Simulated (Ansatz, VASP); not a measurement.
## BP in VASP and in Ansatz

```
CELL_PARAMETERS angstrom
0.00000 2.28403 2.28403
2.28403 0.00000 2.28403
2.28403 2.28403 0.00000
ATOMIC_POSITIONS crystal
P 0.75000 0.75000 0.75000
B 0.00000 0.00000 0.00000
```

Alike in both runs: task single point; functional revPBE; dispersion D3(BJ); k mesh 10 × 10 × 10; occupations fermi-dirac, width 0.05 eV; no spin polarisation.

|  | VASP | Ansatz |
| --- | --- | --- |
| version | VASP 6.6.1 | Ansatz 0.2.0 |
| potentials or method | VASP PAW PBE potentials, release 64 (P, B) | Ansatz PAW |
| plane-wave cutoff (eV) | 520 | 420 |
| valence electrons in the cell | 8 | 8 |

|  | VASP | Ansatz | Ansatz less VASP |
| --- | --- | --- | --- |
| gap on the k mesh at the Fermi level (eV) | 1.27 | 1.29 | +0.012 |
| least direct gap on the mesh (eV) | 3.37 | 3.38 | +0.009 |
| pressure (GPa) | -9.1 | -8.7 | +0.38 |
| dispersion energy (meV/atom) | -639.1 | -639.2 | -0.06 |

Caveats: the PAW data sets were made with another functional, which shifts forces and pressure a little (VASP); the PAW data sets come from PBE, with cores solved anew for the run's functional, which leaves a small shift of forces and pressure (Ansatz). A k mesh can miss the band edges.
